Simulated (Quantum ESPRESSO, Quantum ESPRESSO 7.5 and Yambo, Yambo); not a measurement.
## Beyond one shot: BeTe (F-43m)

Wanted: G0W0 and self-consistent gaps of BeTe (F-43m), with the cost of the cycles.

Method: PBE and many-body steps on it, plane waves, in Quantum ESPRESSO 7.5 and Yambo 5.3.0.

**Experimental background.**

- Gap 2.7 eV: absolute (indirect, Gamma to X) gap; bulk crystal (quoted from earlier experiment) (quoted in “The band structure of BeTe - a combined experimental and theoretical study”, 1997, arxiv:cond-mat/9712266).

- Gap 2.8 eV: absolute (indirect, Gamma to X) gap, second literature value; film (quoted from earlier experiment) (quoted in “The band structure of BeTe - a combined experimental and theoretical study”, 1997, arxiv:cond-mat/9712266).

This is a report of a sequence of runs, with most program output left out.

## Step 1: Set-up

Symmetry: F-43m, No. 216, cubic system. The conventional cell has a = 5.663 Å, b = 5.663 Å, c = 5.663 Å, α = 90.00°, β = 90.00°, γ = 90.00°. Be has 4 Te at 2.45 Å nearest. Te has 4 Be at 2.45 Å nearest. Farther neighbours and most contacts between anions are not listed.

As a file:

```cif
data_structure
_symmetry_space_group_name_H-M 'F-43m'
_symmetry_Int_Tables_number 216
_cell_length_a 5.6629
_cell_length_b 5.6629
_cell_length_c 5.6629
_cell_angle_alpha 90.000
_cell_angle_beta 90.000
_cell_angle_gamma 90.000
_cell_volume 181.60
loop_
_atom_site_label
_atom_site_type_symbol
_atom_site_symmetry_multiplicity
_atom_site_Wyckoff_symbol
_atom_site_fract_x
_atom_site_fract_y
_atom_site_fract_z
_atom_site_occupancy
Be1 Be 4 a 0.00000 0.00000 0.00000 1
Te1 Te 4 c 0.25000 0.25000 0.25000 1
```

The cell and positions are those that the Materials Project relaxed with its own functionals (PBE, PBE+U or r2SCAN), kept fixed. Spin-orbit coupling is left out unless a step names it.

## Step 2: Empty states on the mesh, 4×4×4 mesh, 117 bands

This step: Quantum ESPRESSO 7.5; DFT, PBE, plane waves, norm-conserving pseudopotentials.

The sums over transitions need many empty states on a uniform mesh; this step solves for them.

pw.in

```
&control
  calculation = 'nscf'
  prefix = 'x'
  outdir = 'o'
  pseudo_dir = 'pseudo'
/
&system
  ibrav = 0
  nat = 2
  ntyp = 2
  ecutwfc = 88.0
  nbnd = 117
  force_symmorphic = .true.
/
&electrons
  conv_thr = 1e-9
  electron_maxstep = 80
  diago_full_acc = .true.
  diago_thr_init = 5e-6
/
ATOMIC_SPECIES
  Be 9.012 Be.upf
  Te 127.6 Te.upf
CELL_PARAMETERS angstrom
  -0.0000000000 2.8314587876 2.8314587876
  2.8314587876 0.0000000000 2.8314587876
  2.8314587876 2.8314587876 0.0000000000
ATOMIC_POSITIONS crystal
  Be 0.0000000000 0.0000000000 0.0000000000
  Te 0.7500000000 0.7500000000 0.7500000000
K_POINTS automatic
  4 4 4 0 0 0
```

On the command line:

```sh
OMP_NUM_THREADS=1 mpirun -n 4 pw.x -nk 4 -in pw.in > pw.out
```

Elapsed: 8.1 s, on 4 MPI ranks of Arm Neoverse V2, shared host; peak memory 0.37 GiB; 32 s of CPU time.

This step gave:

| Quantity | Value |
| --- | --- |
| gap | 2.027 eV |
| k of the valence top | 0, 0, 0 |
| k of the conduction bottom | 0, -0.5, -0.5 |
| least direct gap | 3.645 eV |
| k points computed | 8 |
| lowest point of the top converged band, above the valence top | 86.6703 eV |

On this mesh the gap is 2.027 eV.

The density comes from a self-consistent run that is not shown.

## Step 3: Conversion and set-up

This step: Yambo 5.3.0; conversion and set-up on PBE, plane waves, norm-conserving pseudopotentials.

The states are converted to the many-body program's format and the q mesh is built.

On the command line:

```sh
(cd o/x.save; p2y > p2y.log; mv SAVE ../..); yambo > setup.log
```

It took 2.3 s on 1 MPI rank; peak memory 0.25 GiB.

## Step 4: G0W0

Now the one-shot GW correction: screening in the RPA, then the self-energy of the levels asked for.

This step: G0W0 on PBE, plane waves, norm-conserving pseudopotentials.

gw1.in

```
HF_and_locXC
gw0
dyson
ppa
em1d
rim_cut
RandQpts= 1000000
RandGvec= 1 RL
EXXRLvcs= 88 Ry
VXCRLvcs= 352 Ry
Chimod= "HARTREE"
% BndsRnXp
 1 | 117 |
%
NGsBlkXp= 14.5 Ry
% LongDrXp
 1 | 1 | 1 |
%
% GbndRnge
 1 | 117 |
%
DysSolver= "n"
ExtendOut
PPAPntXp= 27.21138 eV
% QPkrange
 1 | 1 | 13 | 16 |
 7 | 7 | 13 | 16 |
%
```

On the command line:

```sh
OMP_NUM_THREADS=1 mpirun -n 4 yambo -F gw1.in -J gw1 -C gw1 > gw1.log
```

Elapsed: 1.8 min, on 4 MPI ranks; peak memory 1.6 GiB.

This step gave:

- G0W0 gap on the points computed: 2.806 eV
- starting gap on the mesh: 2.027 eV
- k of the valence top: 0, 0, 0
- k of the conduction bottom: 0, -0.5, -0.5
- least direct G0W0 gap on the computed points: 4.682 eV
- Z at the valence top: 0.8054
- Z at the conduction bottom: 0.8174

The gap on the mesh goes from 2.03 eV to 2.81 eV, a correction of +0.78 eV.

## Step 5: evGW0, cycle 1

This step: evGW0 on PBE, plane waves, norm-conserving pseudopotentials.

gw3.in, as its differences from gw1.in of step 4:

```diff
@@ -25,4 +25,4 @@
 % QPkrange
- 1 | 1 | 13 | 16 |
- 7 | 7 | 13 | 16 |
+ 1 | 8 | 11 | 18 |
 %
+GfnQPdb= "E < ./gw2/ndb.QP"
```

On the command line:

```sh
OMP_NUM_THREADS=1 mpirun -n 4 yambo -F gw3.in -J gw3,gw1_W -C gw3 > gw3.log
```

Elapsed: 6 min, on 4 MPI ranks; peak memory 1.7 GiB; 24 min of CPU time.

Numbers from this step:

```
quasiparticle gap on the mesh                         : 2.891 eV
gap of the density functional on the mesh             : 2.027 eV
k of the valence top                                  : 0, 0, 0
k of the conduction bottom                            : 0, -0.5, -0.5
least direct quasiparticle gap on the computed points : 4.805 eV
Z at the valence top                                  : 0.8093
Z at the conduction bottom                            : 0.8281
```

Against G0W0 in Yambo (4×4×4 mesh, 117 bands, screening to 197.3 eV, Godby-Needs plasmon pole), the gap moves by +0.084 eV.

The program's own table gives 3.024 eV, which is too large where the input levels are shifted: this version takes Σc at the unshifted level E₀, yet steps from the shifted one. The value above is the Newton step from E₀, E₀ + Z(Σc + Σx − Vxc), rebuilt from the printed columns.

## Step 6: evGW0, cycle 2

The corrected levels of the last cycle go back in.

gw4.in, as its differences from gw3.in of step 5:

```diff
@@ -27,2 +27,2 @@
 %
-GfnQPdb= "E < ./gw2/ndb.QP"
+GfnQPdb= "E < ./gw3_fix/ndb.QP"
```

On the command line:

```sh
OMP_NUM_THREADS=1 mpirun -n 4 yambo -F gw4.in -J gw4,gw1_W -C gw4 > gw4.log
```

Run time: 6.2 min. Hardware: 4 MPI ranks; peak memory 1.7 GiB; 25 min of CPU time.

This step gave:

```
quasiparticle gap on the mesh                         : 2.900 eV
gap of the density functional on the mesh             : 2.027 eV
k of the valence top                                  : 0, 0, 0
k of the conduction bottom                            : 0, -0.5, -0.5
least direct quasiparticle gap on the computed points : 4.821 eV
```

Against the cycle before, the gap moves by +0.010 eV.

The program's own table gives 3.048 eV, which is too large where the input levels are shifted: this version takes Σc at the unshifted level E₀, yet steps from the shifted one. The value above is the Newton step from E₀, E₀ + Z(Σc + Σx − Vxc), rebuilt from the printed columns.

## Step 7: evGW, cycle 1

This step: evGW on PBE, plane waves, norm-conserving pseudopotentials.

gw5.in, as its differences from gw4.in of step 6:

```diff
@@ -27,2 +27,3 @@
 %
-GfnQPdb= "E < ./gw3_fix/ndb.QP"
+GfnQPdb= "E < ./gw2/ndb.QP"
+XfnQPdb= "E < ./gw2/ndb.QP"
```

On the command line:

```sh
OMP_NUM_THREADS=1 mpirun -n 4 yambo -F gw5.in -J gw5 -C gw5 > gw5.log
```

Elapsed: 6.9 min, on 4 MPI ranks; peak memory 1.7 GiB.

This step gave:

```
quasiparticle gap on the mesh                         : 3.021 eV
gap of the density functional on the mesh             : 2.027 eV
k of the valence top                                  : 0, 0, 0
k of the conduction bottom                            : 0, -0.5, -0.5
least direct quasiparticle gap on the computed points : 4.951 eV
```

Against G0W0 in Yambo (4×4×4 mesh, 117 bands, screening to 197.3 eV, Godby-Needs plasmon pole), the gap moves by +0.214 eV.

The program's own table gives 3.145 eV, which is too large where the input levels are shifted: this version takes Σc at the unshifted level E₀, yet steps from the shifted one. The value above is the Newton step from E₀, E₀ + Z(Σc + Σx − Vxc), rebuilt from the printed columns.

## Step 8: evGW, cycle 2

gw6.in, as its differences from gw5.in of step 7:

```diff
@@ -27,3 +27,3 @@
 %
-GfnQPdb= "E < ./gw2/ndb.QP"
-XfnQPdb= "E < ./gw2/ndb.QP"
+GfnQPdb= "E < ./gw5_fix/ndb.QP"
+XfnQPdb= "E < ./gw5_fix/ndb.QP"
```

On the command line:

```sh
OMP_NUM_THREADS=1 mpirun -n 4 yambo -F gw6.in -J gw6 -C gw6 > gw6.log
```

It took 6.9 min on 4 MPI ranks; peak memory 1.7 GiB.

This step gave:

* quasiparticle gap on the mesh: 3.079 eV
* gap of the density functional on the mesh: 2.027 eV
* k of the valence top: 0, 0, 0
* k of the conduction bottom: 0, -0.5, -0.5
* least direct quasiparticle gap on the computed points: 5.025 eV

Against the cycle before, the gap moves by +0.058 eV.

The program's own table gives 3.231 eV, which is too large where the input levels are shifted: this version takes Σc at the unshifted level E₀, yet steps from the shifted one. The value above is the Newton step from E₀, E₀ + Z(Σc + Σx − Vxc), rebuilt from the printed columns.

## Step 9: evGW, cycle 3

gw7.in, as its differences from gw6.in of step 8:

```diff
@@ -27,3 +27,3 @@
 %
-GfnQPdb= "E < ./gw5_fix/ndb.QP"
-XfnQPdb= "E < ./gw5_fix/ndb.QP"
+GfnQPdb= "E < ./gw6_fix/ndb.QP"
+XfnQPdb= "E < ./gw6_fix/ndb.QP"
```

On the command line:

```sh
OMP_NUM_THREADS=1 mpirun -n 4 yambo -F gw7.in -J gw7 -C gw7 > gw7.log
```

Wall time 6.9 min (4 MPI ranks); peak memory 1.7 GiB.

This step gave:

* quasiparticle gap on the mesh: 3.095 eV
* gap of the density functional on the mesh: 2.027 eV
* k of the valence top: 0, 0, 0
* k of the conduction bottom: 0, -0.5, -0.5
* least direct quasiparticle gap on the computed points: 5.047 eV

Against the cycle before, the gap moves by +0.016 eV.

The program's own table gives 3.255 eV, which is too large where the input levels are shifted: this version takes Σc at the unshifted level E₀, yet steps from the shifted one. The value above is the Newton step from E₀, E₀ + Z(Σc + Σx − Vxc), rebuilt from the printed columns.

## Step 10: evGW, cycle 4

gw8.in, as its differences from gw7.in of step 9:

```diff
@@ -27,3 +27,3 @@
 %
-GfnQPdb= "E < ./gw6_fix/ndb.QP"
-XfnQPdb= "E < ./gw6_fix/ndb.QP"
+GfnQPdb= "E < ./gw7_fix/ndb.QP"
+XfnQPdb= "E < ./gw7_fix/ndb.QP"
```

On the command line:

```sh
OMP_NUM_THREADS=1 mpirun -n 4 yambo -F gw8.in -J gw8 -C gw8 > gw8.log
```

Wall time 7.2 min (4 MPI ranks); peak memory 1.7 GiB.

This step gave:

- quasiparticle gap on the mesh: 3.100 eV
- gap of the density functional on the mesh: 2.027 eV
- k of the valence top: 0, 0, 0
- k of the conduction bottom: 0, -0.5, -0.5
- least direct quasiparticle gap on the computed points: 5.053 eV

Against the cycle before, the gap moves by +0.005 eV.

The program's own table gives 3.262 eV, which is too large where the input levels are shifted: this version takes Σc at the unshifted level E₀, yet steps from the shifted one. The value above is the Newton step from E₀, E₀ + Z(Σc + Σx − Vxc), rebuilt from the printed columns.

## Step 11: The runs together

Times are wall times on 4 MPI ranks of Arm Neoverse V2, shared host, good to a factor of about two.

```csv
run,mesh,bands,screening cutoff (eV),DFT gap (eV),gap on the mesh (eV),direct (eV),time
G0W0,4×4×4,117,197.3,2.027,2.806,4.682,1.8 min
"evGW0, cycle 1",4×4×4,117,197.3,2.027,2.891,4.805,6 min
"evGW0, cycle 2",4×4×4,117,197.3,2.027,2.900,4.821,6.2 min
"evGW, cycle 1",4×4×4,117,197.3,2.027,3.021,4.951,6.9 min
"evGW, cycle 2",4×4×4,117,197.3,2.027,3.079,5.025,6.9 min
"evGW, cycle 3",4×4×4,117,197.3,2.027,3.095,5.047,6.9 min
"evGW, cycle 4",4×4×4,117,197.3,2.027,3.100,5.053,7.2 min
```

## Step 12: Outcome

```json
{
 "G0W0": "2.806 eV",
 "evGW0, cycle 1": "2.891 eV",
 "evGW0, cycle 2": "2.900 eV",
 "evGW, cycle 1": "3.021 eV",
 "evGW, cycle 2": "3.079 eV",
 "evGW, cycle 3": "3.095 eV",
 "evGW, cycle 4": "3.100 eV",
 "known limits": "not at the basis limit; no spin-orbit coupling; coarse k mesh"
}
```

**Reading.** evGW0 ends at 2.90 eV, +0.09 eV from G0W0, after 2 cycles that took 12 min beside the first screening; the last moved the gap by 0.010 eV. evGW ends at 3.10 eV, +0.29 eV from G0W0, after 4 cycles that took 28 min beside the first screening; the last moved the gap by 0.005 eV. Against experiment, by evGW, cycle 4: the gap of 3.10 eV lies +0.40 eV from the measured 2.7 eV (indirect, quoted 1997); the gap of 3.10 eV lies +0.30 eV from the measured 2.8 eV (indirect, quoted 1997). These are gaps on the mesh, at modest bands and cutoff. The calculation has static nuclei and no excitons; a measured gap holds zero-point and thermal motion, which mostly lowers it. With atoms this heavy the missing spin-orbit coupling can matter too. Bands and cutoff are finite, so the gap is not at the basis limit. The miss can reach some tenths of an eV and take either sign; the mesh is an error of its own. The 4×4×4 mesh is coarse for this cell, which bears on the long-range parts of exchange and screening.

[Paths, hosts, dates, memory and timing lines, banners, echoed tables and standing remarks are left out of the program output.]

[Logs are printed without paths, hosts, clocks, repeated set-up lines and the standing remarks that a program may print on its own settings, such as how far it seeks lower states.]

[Runs of the session that timed out or met a known fault of the program may be left out.]

[Hosts, paths, dates, database ids (printed as entryN), source tags and the programs' standing remarks are cut or masked in the printed files.]
